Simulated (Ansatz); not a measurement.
# Bi2Se3: the cost of one run

Computed with Ansatz 0.2.0 (DFT LDA, scalar-relativistic, plane waves, PAW, unless a step's input says otherwise).

1 further run of the same task is left out (it didn't finish). Runs told in other sessions of the task aren't counted.

### 1 Starting point

The structure is trigonal, space group R-3m (No. 166). The conventional cell has a = 4.143 Å, b = 4.143 Å, c = 28.636 Å, α = 90.00°, β = 90.00°, γ = 120.00°. Around Bi (site symmetry 3m) lie 6 Se at 2.85 to 3.07 Å. Se (site symmetry -3m) is surrounded by 6 Bi at 3.07 Å. Around Se (site symmetry 3m) lie 3 Bi at 2.85 Å.

Coordinates:

```cif
data_structure
_symmetry_space_group_name_H-M 'P 1'
_symmetry_Int_Tables_number 1
_cell_length_a 9.8405
_cell_length_b 9.8405
_cell_length_c 9.8405
_cell_angle_alpha 24.304
_cell_angle_beta 24.304
_cell_angle_gamma 24.304
_cell_volume 141.89
loop_
_atom_site_label
_atom_site_type_symbol
_atom_site_fract_x
_atom_site_fract_y
_atom_site_fract_z
_atom_site_occupancy
Bi1 Bi 0.40080 0.40080 0.40080 1
Bi2 Bi 0.59920 0.59920 0.59920 1
Se1 Se 0.00000 0.00000 0.00000 1
Se2 Se 0.21170 0.21170 0.21170 1
Se3 Se 0.78830 0.78830 0.78830 1
```

No relaxation comes first: the listed cell is the starting point.

### 2 The reference cell

Reference values: F = -40323.2922 eV; pressure -1.81 GPa; largest force 0.115 eV/Å; gap on the mesh 0.09 eV. It was computed beforehand with the settings of the runs below.

### 3 Setting up rattled cells

All atoms are moved at random with no net shift, in some cells together with a random strain.

### 4 Point rms move = 0.436 Å

input.yaml

```yaml
crystal:
  lattice:
    - [2.1005873639, 1.2543363794, 9.4763756527]
    - [-1.9957838993, 1.181326224, 9.462779311]
    - [-0.010826917, -2.4581512141, 9.4723951889]
  atoms:
    - { symbol: Bi, position: [0.3680902274, 0.4180813265, 0.443860287] }
    - { symbol: Bi, position: [0.5229243412, 0.655672328, 0.6084110927] }
    - { symbol: Se, position: [0.1183486786, 0.0178685637, -0.1289697661] }
    - { symbol: Se, position: [0.1990212718, 0.2653086239, 0.142906918] }
    - { symbol: Se, position: [0.791615481, 0.6430691579, 0.9337914683] }
basis:
  ecutwfc: 420
kpoints:
  mp_grid: { grid: [12, 12, 12] }
hamiltonian:
  xc: lda
scf:
  occupations: { method: gaussian, width: 0.03 }
output:
  forces: true
  stress: true
  eigenvalues: true
```

Started as:

```sh
$ ansatz run input.yaml --threads 2 --pin off --max-ram 5120MiB --backend cpu --events-out ev --progress --plain --runs-dir out
```

**Question.** How long does this run take on 2 threads of Intel Xeon 6975P-C (Granite Rapids), shared host, and how much memory does it need?

About 2.1 min, with a peak of 3.4 GiB.
